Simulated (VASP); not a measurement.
# BaS (Fm-3m) in VASP: single point with PBE

Aim: the single point of BaS with PBE.

All numbers are computed with VASP 6.6.1; they aren't measurements. Logs are shortened: lines on timing, memory, paths and dates and some standing lists are left out, and cuts for length are marked.

**Measured values to compare with.**

From a printed reference work, monograph, original work of 1988, for a bulk crystal of BaS at 2 K: band gap 3.806 eV (indirect).

The results are compared with them further down.

**1. The cell of the first run**

It takes space group Fm-3m (No. 225, cubic). Conventional cell: a = 6.388 Å, b = 6.388 Å, c = 6.388 Å, α = 90.00°, β = 90.00°, γ = 90.00°. Ba (site symmetry m-3m) has 6 S at 3.19 Å within 4.2 Å. Within 4.2 Å of S (site symmetry m-3m) lie 6 Ba at 3.19 Å.

**2. Single point, PBE**

INCAR

```
SYSTEM = BaS
PREC     = Accurate       ! precision mode
ENCUT    = 520            ! plane-wave cutoff, eV
EDIFF    = 1E-6           ! SCF threshold, eV
ISMEAR   = 0              ! smearing method
SIGMA    = 0.05           ! smearing width, eV
LREAL    = .False.        ! projectors in reciprocal space
LASPH    = .True.         ! aspherical terms in the spheres
NELM     = 80             ! most SCF steps
ALGO     = Normal         ! electronic algorithm
ISIF     = 2              ! what is computed and relaxed
LWAVE    = .False.        ! write WAVECAR
LCHARG   = .True.         ! write CHGCAR
GGA      = PE             ! functional
LELF     = .True.         ! ELF
LVHAR    = .True.       
NBANDS   = 15             ! bands
```

KPOINTS

```
regular mesh
0
Gamma
  8 8 8
  0 0 0
```

POSCAR

```
BaS
1.0
    0.0000000000      3.1937500000      3.1937500000
    3.1937500000      0.0000000000      3.1937500000
    3.1937500000      3.1937500000      0.0000000000
Ba S
1 1
Direct
    0.0000000000      0.0000000000      0.0000000000
    0.5000000000      0.5000000000      0.5000000000
```

Potentials or basis: VASP PAW PBE potentials, release 64 (Ba_sv, S).

Run with:

```bash
$ cat potpaw_PBE.64/Ba_sv/POTCAR potpaw_PBE.64/S/POTCAR > POTCAR
$ mpirun -np 1 vasp_std > vasp.out
```

OUTCAR:

```text
SYSTEM = BaS
   PREC = Accurate
   ENCUT = 520
   EDIFF = 1E-6
   ISMEAR = 0
   LREAL = .False.
   LASPH = .True.
   NELM = 80
   ISIF = 2
   GGA = PE

 ion  position               nearest neighbor table
   1  0.000  0.000  0.000-   2 3.19   2 3.19   2 3.19   2 3.19   2 3.19   2 3.19
   2  0.500  0.500  0.500-   1 3.19   1 3.19   1 3.19   1 3.19   1 3.19   1 3.19

  LATTYP: Found a face centered cubic cell.
 ALAT       =     6.3875000000

  Lattice vectors:

 A1 = (   0.0000000000,   3.1937500000,   3.1937500000)
 A2 = (   3.1937500000,   0.0000000000,   3.1937500000)
 A3 = (   3.1937500000,   3.1937500000,   0.0000000000)

Analysis of symmetry for initial positions (statically):
=====================================================================
 Subroutine PRICEL returns:
 Original cell was already a primitive cell.

 Routine SETGRP: Setting up the symmetry group for a
 face centered cubic supercell.

 Subroutine GETGRP returns: Found 48 space group operations
 (whereof 48 operations were pure point group operations)
 out of a pool of 48 trial point group operations.

The static configuration has the point symmetry O_h .

Analysis of symmetry for dynamics (positions and initial velocities):
=====================================================================
 Subroutine PRICEL returns:
 Original cell was already a primitive cell.

 Routine SETGRP: Setting up the symmetry group for a
 face centered cubic supercell.

 Subroutine GETGRP returns: Found 48 space group operations
 (whereof 48 operations were pure point group operations)
 out of a pool of 48 trial point group operations.

The dynamic configuration has the point symmetry O_h .

 Subroutine INISYM returns: Found 48 space group operations
 (whereof 48 operations are pure point group operations),
 and found     1 'primitive' translations

----------------------------------------------------------------------------------------

                                     Primitive cell

  volume of cell :      65.1527

  direct lattice vectors                    reciprocal lattice vectors
     0.000000000  3.193750000  3.193750000    -0.156555773  0.156555773  0.156555773
     3.193750000  0.000000000  3.193750000     0.156555773 -0.156555773  0.156555773
     3.193750000  3.193750000  0.000000000     0.156555773  0.156555773 -0.156555773

  length of vectors
     4.516644565  4.516644565  4.516644565     0.271162553  0.271162553  0.271162553

  position of ions in fractional coordinates (direct lattice)
     0.000000000  0.000000000  0.000000000
     0.500000000  0.500000000  0.500000000

  ion indices of the primitive-cell ions
   primitive index   ion index
                 1           1
                 2           2

----------------------------------------------------------------------------------------

 KPOINTS: regular mesh

Automatic generation of k-mesh.
 Grid dimensions read from file:
 generate k-points for:    8    8    8

 Generating k-lattice:

  Cartesian coordinates                     Fractional coordinates (reciprocal lattice)
    -0.019569472  0.019569472  0.019569472     0.125000000  0.000000000  0.000000000
     0.019569472 -0.019569472  0.019569472     0.000000000  0.125000000  0.000000000
     0.019569472  0.019569472 -0.019569472     0.000000000  0.000000000  0.125000000

  Length of vectors
     0.033895319  0.033895319  0.033895319

  Shift w.r.t. Gamma in fractional coordinates (k-lattice)
     0.000000000  0.000000000  0.000000000

 Subroutine IBZKPT returns following result:
 ===========================================

 Found     29 irreducible k-points:

 Following reciprocal coordinates:
            Coordinates               Weight
  0.000000  0.000000  0.000000      1.000000
  0.125000  0.000000  0.000000      8.000000
  0.250000  0.000000  0.000000      8.000000
  0.375000  0.000000  0.000000      8.000000
  0.500000  0.000000  0.000000      4.000000
  0.125000  0.125000  0.000000      6.000000
[... 16 lines left out ...]
  0.500000  0.250000  0.125000     48.000000
 -0.375000  0.250000  0.125000     24.000000
 [... further k-points ...]
   k-points           NKPTS =     29   k-points in BZ     NKDIM =     29   number of bands    NBANDS=     15
   number of dos      NEDOS =    301   number of ions     NIONS =      2
   total plane-waves  NPLWV =  46656
   dimension x,y,z NGX =    36 NGY =   36 NGZ =   36
   dimension x,y,z NGXF=    72 NGYF=   72 NGZF=   72
   ions per type =               1   1
   NGX,Y,Z   is equivalent  to a cutoff of  13.25, 13.25, 13.25 a.u.
   NGXF,Y,Z  is equivalent  to a cutoff of  26.50, 26.50, 26.50 a.u.
 SYSTEM =  BaS
   PREC   = accura    normal or accurate (medium, high low for compatibility)
   ISTART =      0    job   : 0-new  1-cont  2-samecut
   ICHARG =      2    charge: 1-file 2-atom 10-const
   ISPIN  =      1    spin polarized calculation?
   LNONCOLLINEAR =      F non collinear calculations
   LSORBIT =      F    spin-orbit coupling
   LASPH  =      T    aspherical Exc in radial PAW
   ENCUT  =  520.0 eV  38.22 Ry    6.18 a.u.   8.40  8.40  8.40*2*pi/ulx,y,z
   NELM   =     80;   NELMIN=  2; NELMDL= -5     # of ELM steps
   EDIFF  = 0.1E-05   stopping-criterion for ELM
   LREAL  =      F    real-space projection
   EDIFFG = 0.1E-04   stopping-criterion for IOM
   NSW    =      0    number of steps for IOM
   IBRION =     -1    ionic relax: 0-MD 1-quasi-New 2-CG
   NFREE  =      0    steps in history (QN), initial steepest desc. (CG)
   ISIF   =      2    stress and relaxation
   ISYM   =      2    0-nonsym 1-usesym 2-fastsym
   POTIM  = 0.5000    time-step for ionic-motion
   TEBEG  =    0.0;   TEEND  =   0.0 temperature during run
   PSTRESS=    0.0 pullay stress
   NELECT =      16.0000    total number of electrons
   NUPDOWN=      -1.0000    fix difference up-down
   EMIN   =  10.00;   EMAX   =-10.00  energy-range for DOS
   EFERMI =   0.00;   METHOD = LEGACY
   ISMEAR =     0;   SIGMA  =   0.05  broadening in eV -4-tet -1-fermi 0-gaus
   EFERMI_NEDOS =   21; number of points for ismear=-14 and -15
   IALGO  =     38    algorithm
   IMIX   =      4    mixing-type and parameters
     AMIX     =   0.40;   BMIX     =  1.00
     AMIX_MAG =   1.60;   BMIX_MAG =  1.00
  volume/ion in A,a.u.               =      32.58       219.84
  Fermi-wavevector in a.u.,A,eV,Ry     =   1.025189  1.937326 14.299891  1.051012
  Thomas-Fermi vector in A             =   2.159016
   LORBIT       =      0    0 simple, 1 ext, 2 COOP (PROOUT), +10 PAW based schemes
   GGA     = PE    functional components
   LHFCALC =     F    Hartree Fock is set to
   AEXX    =    0.0000 exact exchange contribution
   IVDW    =     0    specifies the selected vdW correction
   LEPSILON=     F    determine dielectric tensor
   LRPA    =     F    only Hartree local field effects (RPA)
 non-spin polarized calculation
 Gauss-broadening in eV      SIGMA  =   0.05
  energy-cutoff  :      520.00
  volume of cell :       65.15
 maximum number of plane-waves:      1807
 NGX is ok and might be reduce to    36
   NGX = 17   NGY = 17   NGZ = 17

 number of electron      16.0000001 magnetization

 Free energy of the ion-electron system (eV)
  ---------------------------------------------------
  ext. energy  EPLUGINS =         0.00000000
  ---------------------------------------------------
  free energy    TOTEN  =       -10.18475302 eV

  energy without entropy =      -10.18475302  energy(sigma->0) =      -10.18475302

 E-fermi :   1.7160     XC(G=0):  -8.6259

 val. band max:        1.4537362567   @ k =   0.0000   0.0000   0.0000
 cond. band min:       3.5609136980   @ k =   0.5000   0.5000   0.0000
 fundamental gap:      2.1071774413
 Fermi energy:         1.7159830769

 k-point     1 :       0.0000    0.0000    0.0000
  band No.  band energies     occupation
      1     -24.6207      2.00000
      2      -9.6763      2.00000
      3      -9.6763      2.00000
      4      -9.6763      2.00000
      5      -8.9067      2.00000
      6       1.4537      2.00000
      7       1.4537      2.00000
      8       1.4537      2.00000
      9       5.0534      0.00000
     10       5.3225      0.00000
     11       5.3225      0.00000
     12       5.3225      0.00000
     13       6.2482      0.00000
     14       6.2482      0.00000
     15      10.1888      0.00000

 k-point     2 :       0.1250    0.0000    0.0000
  band No.  band energies     occupation
      1     -24.6141      2.00000
      2      -9.9794      2.00000
      3      -9.6820      2.00000
      4      -9.6820      2.00000
      5      -8.5901      2.00000
      6       1.0451      2.00000
      7       1.2435      2.00000
      8       1.2435      2.00000
      9       5.3191      0.00000
     10       5.5559      0.00000
     11       5.5559      0.00000
     12       5.6602      0.00000
     13       6.7028      0.00000
     14       6.7028      0.00000
     15      10.8119      0.00000

 k-point     3 :       0.2500    0.0000    0.0000
  band No.  band energies     occupation
      1     -24.5984      2.00000
      2     -10.4071      2.00000
      3      -9.6957      2.00000
      4      -9.6957      2.00000
      5      -8.1277      2.00000
      6       0.3061      2.00000
      7       0.8274      2.00000
      8       0.8274      2.00000
      9       5.5563      0.00000
     10       6.2085      0.00000
     11       6.2085      0.00000
     12       6.8394      0.00000
     13       7.8415      0.00000
     14       7.8415      0.00000
     15      12.0469      0.00000
[... 343 lines left out ...]
 k-point    23 :       0.5000    0.2500    0.1250
  band No.  band energies     occupation
      1     -24.5743      2.00000
      2     -10.5550      2.00000
      3      -9.8606      2.00000
      4      -9.7570      2.00000
      5      -8.0091      2.00000
      6      -0.0018      2.00000
      7       0.5372      2.00000
      8       0.9144      2.00000
      9       5.3281      0.00000
     10       7.0567      0.00000
     11       7.6044      0.00000
     12       7.7688      0.00000
     13       8.9377      0.00000
     14      10.1875      0.00000
     15      10.8449      0.00000

 k-point    24 :      -0.3750    0.2500    0.1250
  band No.  band energies     occupation
      1     -24.5691      2.00000
      2     -10.6046      2.00000
      3      -9.8703      2.00000
      4      -9.7810      2.00000
      5      -7.9679      2.00000
      6      -0.0286      2.00000
      7       0.5901      2.00000
      8       0.6684      2.00000
      9       6.1444      0.00000
     10       6.3229      0.00000
     11       8.1105      0.00000
     12       8.3433      0.00000
     13       9.2993      0.00000
     14      10.2194      0.00000
     15      10.8891      0.00000

 [... further k-points ...]

------------------------ aborting loop because EDIFF is reached ----------------------------------------

  FORCE on cell =-STRESS in cart. coord.  units (eV):
  Direction    XX          YY          ZZ          XY          YZ          ZX
  --------------------------------------------------------------------------------------
  -------------------------------------------------------------------------------------
  Total        0.5801122      0.5801122      0.5801122      0.0000000      0.0000000      0.0000000
  in kB       14.2655919     14.2655919     14.2655919      0.0000000      0.0000000      0.0000000
  external PRESSURE =      14.2655919 kB  Pullay stress =       0.0000000 kB

 VOLUME and BASIS-vectors are now :
 -----------------------------------------------------------------------------
  energy-cutoff  :      520.00
  volume of cell :       65.15
      direct lattice vectors                 reciprocal lattice vectors
     0.000000000  3.193750000  3.193750000    -0.156555773  0.156555773  0.156555773
     3.193750000  0.000000000  3.193750000     0.156555773 -0.156555773  0.156555773
     3.193750000  3.193750000  0.000000000     0.156555773  0.156555773 -0.156555773

 POSITION                                       TOTAL-FORCE (eV/Angst)
 -----------------------------------------------------------------------------------
      0.00000      0.00000      0.00000         0.000000      0.000000     -0.000000
      3.19375      3.19375      3.19375        -0.000000     -0.000000      0.000000
 -----------------------------------------------------------------------------------
    total drift:                                0.000000      0.000000      0.000000

  FREE ENERGIE OF THE ION-ELECTRON SYSTEM (eV)
  ---------------------------------------------------
  free  energy   TOTEN  =       -10.1847530198 eV

  energy  without entropy=      -10.1847530198  energy(sigma->0) =      -10.18475302
```

Wall time 53 s (1 thread of Intel Xeon 6975P-C, shared host); peak memory 0.21 GiB.

Results:

| Quantity | Value |
| --- | --- |
| Free energy | -10.1848 eV |
| Pressure | 1.4 GPa |
| Band gap on the k mesh | 2.11 eV, indirect (least direct gap 2.24 eV) |

Caveat: spin-orbit coupling is left out, which moves the levels of the heavy elements.

**3. Against experiment**

Step 2. A measured gap of BaS is 3.806 eV (indirect; 2 K; a printed reference work, monograph, original work of 1988); the calculated 2.11 eV misses it by -1.70 eV. Spin-orbit coupling on Ba is left out. The value is that of PBE on a finite k mesh, which can miss the band edges, without temperature or zero-point motion. Semilocal functionals fall short of measured gaps as a rule.
